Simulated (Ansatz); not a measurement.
# Ge (Cmcm) in Ansatz: further runs

The runs below take Ge through single point, with PBE.

Program: Ansatz 0.2.0. These are calculated values, not measurements. Logs are shortened: lines on timing, memory, paths and dates and some standing lists are left out, and cuts for length are marked.

## 1. Starting point

It takes space group Cmcm (No. 63, orthorhombic). Conventional cell: a = 2.976 Å, b = 5.189 Å, c = 4.728 Å, α = 90.00°, β = 90.00°, γ = 90.00°. Ge (site symmetry m2m) is surrounded by 12 Ge at 2.92 to 2.99 Å.

This isn't the form of Ge at room conditions, which is diamond.

## 2. Single point, PBE

The input, input.yaml:

```yaml
crystal:
  lattice:
    - [1.488052925, -2.59468961, 0.0]
    - [1.488052925, 2.59468961, 0.0]
    - [0.0, 0.0, 4.72759579]
  atoms:
    - { symbol: Ge, position: [0.33344663, 0.66655337, 0.25] }
    - { symbol: Ge, position: [0.66655337, 0.33344663, 0.75] }
hamiltonian:
  xc: pbe
  pseudopotentials: { kind: paw }
kpoints:
  mp_grid: { grid: [10, 10, 6] }
scf:
  occupations: { method: gaussian, width: 0.013 }
output:
  forces: true
  stress: true
  eigenvalues: true
```

Potentials or basis: Ansatz PAW.

Command:

```sh
$ ansatz run input.yaml --threads 2 --pin off --max-ram 5632MiB --backend cpu --events-out ev --progress --plain --runs-dir out
```

What it wrote:

```text
Warning: RAYON_NUM_THREADS=2 ignored (pool sized by the plan → 2); use --threads N
Engine: ansatz 0.2.0, aarch64-unknown-linux-gnu
Pseudopotentials: kind: paw
Pseudopotential: Ge, paw, valence charge 14, recommended cutoff 420 eV (normal), Ge.paw.azcp
Functional definition: PBE
  parameter kappa = 0.804
  parameter beta = 0.06672455060314922
  exchange = pbe_x(kappa = kappa, mu = beta*pi^2/3)
  correlation = pbe_c(beta = beta)
Crystal: 2 atoms, lattice volume = 36.507 Å³
Basis set: ecut = 420 eV, 695 PW (Γ), exchange–correlation on 40×40×64 points (8 copies of the dense FFT grid, shifted against one another)
Bands: 18, of which v1, the nominal top of the filled ones, is band 14 counted from 1 (13 counted from 0)
Symmetry: 8 space group operations
Space group: Cmcm (ITA 63), of the structure as read, at distance tolerance 3.3e-5 Å
k-points: 124 of 600
Non-local potential: Ge, projectors of the file, l = 0: 2, l = 1: 2, l = 2: 3, l = 3: 1
PAW form: soft (Blöchl's): semilocal exchange-correlation on the pseudo side does not see the compensation charge
PAW one-centre angular grid: Ge, 590 points (default); XC on 64 Gauss nodes
Initial density: superposition of atomic densities (neutral atoms: chi_scale 0, normalization atom), corrected by the library's trained network
Initial wavefunctions: pseudopotential atomic-orbital guess
Functional: x = pbe(κ = 0.804, μ = 0.2195149727645171), c = pbe(β = 0.06672455060314922)
SCF iter   1: F=—  HF=-8589.293831 eV  |F-HF|=—  |Δ(HF+E_count)|=         —  Δρ=1.43e-3  dr2=4.44e-4  ethr=1.77e-3  ⟨swp⟩=5.5  Hψ=9357  notcnv=0
preconditioner: auto → none  [insulator: Δε(μ)=0.031 eV  Ē_g=23.192 eV  σ=0.013 eV  W_gap=0.91  n_scr=8 (ndim 8)  ℏωp=32.5 eV  f_vac=0.000  D(μ)=1.09/eV (n_scr^D=2)  ε∞_Penn≈3.0]
SCF iter   2: F=—  HF=-8589.293561 eV  |F-HF|=—  |Δ(HF+E_count)|=   2.70e-4  Δρ=7.08e-4  dr2=9.80e-5  ethr=1.58e-6  ⟨swp⟩=2.0  Hψ=4012  notcnv=0  defer=6
SCF iter   3: F=—  HF=-8589.293709 eV  |F-HF|=—  |Δ(HF+E_count)|=   1.48e-4  Δρ=7.16e-5  dr2=8.15e-7  ethr=3.50e-7  ⟨swp⟩=2.0  Hψ=2678  notcnv=0  defer=6
SCF iter   4: F=—  HF=-8589.293709 eV  |F-HF|=—  |Δ(HF+E_count)|=   3.09e-7  Δρ=1.79e-5  dr2=7.92e-8  ethr=2.91e-9  ⟨swp⟩=2.0  Hψ=3918  notcnv=0  defer=6
iter 5 did not close the SCF: its close was put off for the readings that it lacked (scf_convergence_deferred on its scf_iter line)
SCF iter   5: F=-8589.293709 eV  HF=-8589.293709 eV  |F-HF|=9.82e-10  |Δ(HF+E_count)|=   6.87e-9  Δρ=5.42e-6  dr2=5.74e-9  ethr=2.83e-10  ⟨swp⟩=2.0  Hψ=3918  notcnv=0  defer=6
SCF iter   6: F=-8589.293709 eV  HF=-8589.293709 eV  |F-HF|=1.71e-10  |Δ(HF+E_count)|=   2.54e-9  Δρ=1.11e-6  dr2=2.52e-10  ethr=2.05e-11  ⟨swp⟩=1.8  Hψ=7107  notcnv=0
SCF 1 converged in 6 iterations: F = -8589.293709 eV  dr2 = 2.52e-10
SCF converged after 6 iterations
Free energy (F): -8589.293709 eV
Harris-Foulkes:  -8589.293709 eV  (|F-HF|=1.71e-10)
Internal energy: -8589.293611 eV  (E = F + TS)
E sigma→0 (E₀):  -8589.293660 eV
Entropy (-TS):   -0.000098 eV (-0.049 meV/atom)
Fermi energy:    11.511109 eV
--- Per-component energies (eV) ---
  E_band       = -212.403039
  E_kinetic    = 221.339763
  E_local      = -4200.594153  (includes V_loc(G=0)·N_el)
  E_nonlocal   = 830.138206
  E_hartree    = 1839.160349
  E_xc         = -151.818596
  E_vxc        = -129.853127  (∫ρ·V_xc dr)
  E_paw        = -4032.106970  (= ΣΔE_a)
  E_vpaw       = -611.754268  (= ΣTr[D̂ρ^β])
  E_aug_tail   = 0.000625  (compensation charges beyond the density's cutoff)
  E_ewald      = -3095.412836
  E_smearing   = -0.000098  (= −TS)
  E_closure    = 0.000000  (closes the sum)
  Σ components = -8589.293709   (vs F -8589.293709, Δ=0.00e0)
--- Forces (eV/Å), atoms counted from 1 ---
  atom   1  Ge     0.00000000     0.01680702     0.00000000
  atom   2  Ge     0.00000000    -0.01680702     0.00000000
  max |Σ_I F_I| component: 0.00e0 eV/Å
--- Stress (GPa, compression-positive) ---
        3.140481       0.000000       0.000000
        0.000000       4.407726       0.000000
        0.000000       0.000000       5.437193
  P = ⅓ Tr σ = 4.3285 GPa (43.285 kbar)
--- Band table (eV; the first three rows and the last of 124) ---
  k-point 0: bands = ["-13.1300", "-13.1193", "-13.1176", "-13.1156", "-13.1100", "-13.1069", "-13.0975", "-13.0970", "-13.0230", "-13.0227", "-1.8389", "4.0568", "5.9957", "18.1387", "18.2531", "20.2189", "20.3373", "21.6496"]
  k-point 1: bands = ["-13.1288", "-13.1249", "-13.1219", "-13.1179", "-13.1130", "-13.1099", "-13.0862", "-13.0852", "-13.0256", "-13.0252", "-1.6527", "2.7460", "7.6678", "18.2852", "18.3993", "19.8876", "20.1424", "20.2583"]
  k-point 2: bands = ["-13.1295", "-13.1262", "-13.1252", "-13.1207", "-13.1187", "-13.1171", "-13.0666", "-13.0657", "-13.0338", "-13.0332", "-1.0935", "1.1337", "10.3556", "16.6900", "18.6993", "18.8120", "19.8356", "19.9474"]
  k-point 123: bands = ["-13.1548", "-13.1548", "-13.1360", "-13.1360", "-13.0736", "-13.0736", "-13.0227", "-13.0227", "-13.0184", "-13.0184", "4.4668", "4.4668", "6.5739", "6.5739", "15.7861", "15.7861", "16.6253", "16.6253"]
```

It took 2 s on 2 threads of Arm Neoverse V1, shared host; peak memory 0.34 GiB.

Results:

| Item | Value |
| --- | --- |
| Free energy | -8589.2937 eV |
| Pressure | 4.3 GPa |
| Largest force | 0.017 eV/Å |
| Band gap on the k mesh | none (metal or under the smearing width) |

Forces in eV/Å, atoms in the order of the input:
```
Ge   0.000  0.017  0.000
Ge   0.000 -0.017  0.000
```

Stress tensor (GPa, compression positive):
```
3.14 0.00 0.00
0.00 4.41 0.00
0.00 0.00 5.44
```

## 3. Single point, PBE

Changes to input.yaml since step 2:

```diff
@@ -14,3 +14,3 @@
 scf:
-  occupations: { method: gaussian, width: 0.013 }
+  occupations: { method: gaussian, width: 0.014 }
 output:
```

Potentials or basis: Ansatz PAW.

Command:

```sh
$ ansatz run input.yaml --threads 2 --pin off --max-ram 5632MiB --backend cpu --events-out ev --progress --plain --runs-dir out
```

Run time: 2 s. Hardware: 2 threads of Arm Neoverse V1, shared host; peak memory 0.34 GiB.

Results (log left out):

```
Free energy            : -8589.2937 eV
Pressure               : 4.3 GPa
Largest force          : 0.016 eV/Å
Band gap on the k mesh : none (metal or under the smearing width)
```

Forces on the atoms (eV/Å):
```
Ge   0.000  0.016  0.000
Ge   0.000 -0.016  0.000
```

Stress tensor (GPa, compression positive):
```
3.14 0.00 0.00
0.00 4.40 0.00
0.00 0.00 5.44
```

Levels at points of the mesh, in eV from the Fermi level:
```tsv
k point	band 10	band 11	band 12	band 13	band 14	band 15	band 16	band 17	band 18
(0.00, 0.00, 0.00)	-24.53	-13.35	-7.45	-5.52	6.63	6.74	8.71	8.83	10.14
(0.00, 0.00, -0.50)	-24.56	-11.67	-11.67	1.90	1.90	7.77	7.77	7.88	7.88
(0.00, -0.50, 0.00)	-24.52	-8.42	-7.09	-2.25	-1.24	-0.87	1.45	2.46	6.43
(0.00, -0.50, -0.50)	-24.53	-6.97	-6.97	-4.91	-4.91	4.12	4.12	5.09	5.09
(-0.50, -0.50, 0.00)	-24.52	-8.49	-7.13	-2.29	-1.27	-0.93	1.42	2.61	6.57
(-0.50, -0.50, -0.50)	-24.53	-7.04	-7.04	-4.94	-4.94	4.27	4.27	5.11	5.11
```

## 4. Single point, PBE

Changes to input.yaml since step 3:

```diff
@@ -14,3 +14,3 @@
 scf:
-  occupations: { method: gaussian, width: 0.014 }
+  occupations: { method: gaussian, width: 0.015 }
 output:
@@ -19 +19,5 @@
   eigenvalues: true
+  write_density: true
+  write_potential: true
+  elf: true
+  volumetric_format: npy
```

Command:

```sh
$ ansatz run input.yaml --threads 2 --pin off --max-ram 5632MiB --backend cpu --events-out ev --progress --plain --runs-dir out
```

Wall time 2.7 s (2 threads of Arm Neoverse V1, shared host); peak memory 0.34 GiB.

The run converged. Its results:

| Property | Result |
| --- | --- |
| Free energy | -8589.2937 eV |
| Pressure | 4.3 GPa |
| Largest force | 0.016 eV/Å |
| Band gap on the k mesh | none (metal or under the smearing width) |

Forces on the atoms (eV/Å):
```
Ge   0.000  0.016  0.000
Ge   0.000 -0.016  0.000
```

Stress tensor (GPa, compression positive):
```
3.14 0.00 0.00
0.00 4.40 0.00
0.00 0.00 5.44
```

Levels at points of the mesh, in eV from the Fermi level:
| k point | band 12 | band 13 | band 14 | band 15 | band 16 | band 17 |
| --- | --- | --- | --- | --- | --- | --- |
| (0.00, 0.00, 0.00) | -7.45 | -5.52 | 6.63 | 6.74 | 8.71 | 8.83 |
| (0.00, 0.00, -0.50) | -11.67 | 1.90 | 1.90 | 7.77 | 7.77 | 7.88 |
| (0.00, -0.50, 0.00) | -7.09 | -2.25 | -1.24 | -0.87 | 1.45 | 2.46 |
| (0.00, -0.50, -0.50) | -6.97 | -4.91 | -4.91 | 4.12 | 4.12 | 5.09 |
| (-0.50, -0.50, 0.00) | -7.13 | -2.29 | -1.27 | -0.93 | 1.42 | 2.61 |
| (-0.50, -0.50, -0.50) | -7.04 | -4.94 | -4.94 | 4.27 | 4.27 | 5.11 |

## 5. Single point, PBE

Changes to input.yaml since step 4:

```diff
@@ -14,3 +14,3 @@
 scf:
-  occupations: { method: gaussian, width: 0.015 }
+  occupations: { method: gaussian, width: 0.016 }
 output:
```

Command:

```sh
$ ansatz run input.yaml --threads 2 --pin off --max-ram 5632MiB --backend cpu --events-out ev --progress --plain --runs-dir out
```

Wall time 2.7 s (2 threads of Arm Neoverse V1, shared host); peak memory 0.34 GiB.

Results (log left out):

| Quantity | Value |
| --- | --- |
| Free energy | -8589.2937 eV |
| Pressure | 4.3 GPa |
| Largest force | 0.015 eV/Å |
| Band gap on the k mesh | none (metal or under the smearing width) |

Forces in eV/Å, atoms in the order of the input:
```
Ge   0.000  0.015  0.000
Ge   0.000 -0.015  0.000
```

Stress tensor (GPa, compression positive):
```
3.14 0.00 0.00
0.00 4.39 0.00
0.00 0.00 5.45
```

Levels at points of the mesh, in eV from the Fermi level:
```csv
k point,band 10,band 11,band 12,band 13,band 14,band 15,band 16,band 17,band 18
"(0.00, 0.00, 0.00)",-24.53,-13.35,-7.45,-5.52,6.63,6.74,8.71,8.83,10.14
"(0.00, 0.00, -0.50)",-24.56,-11.67,-11.67,1.90,1.90,7.77,7.77,7.88,7.88
"(0.00, -0.50, 0.00)",-24.52,-8.42,-7.09,-2.25,-1.24,-0.87,1.45,2.46,6.43
"(0.00, -0.50, -0.50)",-24.53,-6.97,-6.97,-4.91,-4.91,4.12,4.12,5.09,5.09
"(-0.50, -0.50, 0.00)",-24.52,-8.49,-7.13,-2.29,-1.27,-0.93,1.42,2.61,6.57
"(-0.50, -0.50, -0.50)",-24.53,-7.04,-7.04,-4.94,-4.94,4.27,4.27,5.11,5.11
```

## 6. Single point, PBE

Changes to input.yaml since step 5:

```diff
@@ -14,3 +14,3 @@
 scf:
-  occupations: { method: gaussian, width: 0.016 }
+  occupations: { method: gaussian, width: 0.017 }
 output:
@@ -19,5 +19 @@
   eigenvalues: true
-  write_density: true
-  write_potential: true
-  elf: true
-  volumetric_format: npy
```

Potentials or basis: Ansatz PAW.

Command:

```sh
$ ansatz run input.yaml --threads 2 --pin off --max-ram 5632MiB --backend cpu --events-out ev --progress --plain --runs-dir out
```

Run time: 2 s. Hardware: 2 threads of Arm Neoverse V1, shared host; peak memory 0.34 GiB.

Results (log left out):

```yaml
Free_energy: -8589.2938 eV
Pressure: 4.3 GPa
Largest_force: 0.015 eV/Å
Band_gap_on_the_k_mesh: none (metal or under the smearing width)
```

Forces on the atoms (eV/Å):
```
Ge   0.000  0.015  0.000
Ge   0.000 -0.015  0.000
```

Stress tensor (GPa, compression positive):
```
3.14 0.00 0.00
0.00 4.39 0.00
0.00 0.00 5.45
```

Levels at points of the mesh, in eV from the Fermi level:
```csv
k point,band 11,band 12,band 13,band 14,band 15,band 16,band 17,band 18
"(0.00, 0.00, 0.00)",-13.35,-7.45,-5.52,6.63,6.74,8.71,8.83,10.14
"(0.00, 0.00, -0.50)",-11.67,-11.67,1.90,1.90,7.77,7.77,7.88,7.88
"(0.00, -0.50, 0.00)",-8.42,-7.09,-2.25,-1.24,-0.87,1.45,2.46,6.43
"(0.00, -0.50, -0.50)",-6.97,-6.97,-4.91,-4.91,4.12,4.12,5.09,5.09
"(-0.50, -0.50, 0.00)",-8.49,-7.13,-2.29,-1.27,-0.93,1.42,2.61,6.57
"(-0.50, -0.50, -0.50)",-7.04,-7.04,-4.94,-4.94,4.27,4.27,5.11,5.11
```

## 7. Summary

| smearing | gap on the mesh (eV) | pressure (GPa) | largest force (eV/Å) |
| --- | --- | --- | --- |
| gaussian 0.013 eV | none | 4.3 | 0.02 |
| gaussian 0.014 eV | none | 4.3 | 0.02 |
| gaussian 0.015 eV | none | 4.3 | 0.02 |
| gaussian 0.016 eV | none | 4.3 | 0.02 |
| gaussian 0.017 eV | none | 4.3 | 0.01 |

Alike in all rows: task single point; level PBE; potentials or basis Ansatz PAW; no spin polarisation; cell as given; k mesh 10 × 10 × 6; cutoff (eV) 420.

Every run on the cell as given and a fine mesh finds a metal.

Absolute energies hang on the potentials; compare differences alone.
